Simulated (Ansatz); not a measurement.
# ZnS: the cost of one run

Computed with Ansatz 0.2.0 (DFT PBE, scalar-relativistic, plane waves, PAW, unless a step's input says otherwise).

1 further run of the same task is left out (set aside as unsound or not needed). Runs told in other sessions of the task aren't counted.

**1. Starting point**

The structure is cubic, space group F-43m (No. 216). Conventional cell: a = 5.443 Å, b = 5.443 Å, c = 5.443 Å, α = 90.00°, β = 90.00°, γ = 90.00°. Around Zn (site symmetry -43m) lie 4 S at 2.36 Å. Around S (site symmetry -43m) lie 4 Zn at 2.36 Å.

As a file:

```xyz
2
Lattice="0.0000 2.7216 2.7216 2.7216 0.0000 2.7216 2.7216 2.7216 0.0000" Properties=species:S:1:pos:R:3 pbc="T T T"
Zn    0.0000    0.0000    0.0000
S     4.0823    4.0823    4.0823
```

This cell was relaxed beforehand with the same method: volume 20.16 Å³/atom, gap on the mesh 2.02 eV.

**2. Zero of energy**

The reference gives a free energy of -4222.7342 eV, pressure 0.02 GPa, largest force 0.000 eV/Å and gap on the mesh 2.02 eV. It was computed beforehand with the settings of the runs below.

**3. Setting up energy and stress against strain**

The cell is strained by ε times the Voigt pattern (0, 0, 1, 0, 0, 0) (xx, yy, zz, yz, xz, xy; engineering shear), with fractional coordinates fixed (clamped ions). The stress on the pattern is the sum of the stress components weighted by it, tension positive.

**4. ε = -0.1500**

File input.yaml:

```yaml
crystal:
  lattice:
    - [0.0, 2.721563984, 2.3133293864]
    - [2.721563984, 0.0, 2.3133293864]
    - [2.721563984, 2.721563984, 0.0]
  atoms:
    - { symbol: Zn, position: [0.0, 0.0, 0.0] }
    - { symbol: S, position: [0.75, 0.75, 0.75] }
basis:
  ecutwfc: 420
kpoints:
  mp_grid: { grid: [8, 8, 8] }
hamiltonian:
  xc: pbe
scf:
  occupations: { method: gaussian, width: 0.05 }
output:
  forces: true
  stress: true
  eigenvalues: true
```

Launch:

```sh
> ansatz run input.yaml --threads 1 --pin off --max-ram 2560MiB --backend cpu --events-out ev --progress --plain --runs-dir out
```

Q: Estimate wall time and peak memory on 1 thread of Intel Xeon Platinum 8488C (Sapphire Rapids), shared host.

About 2 s, with a peak of 0.35 GiB.
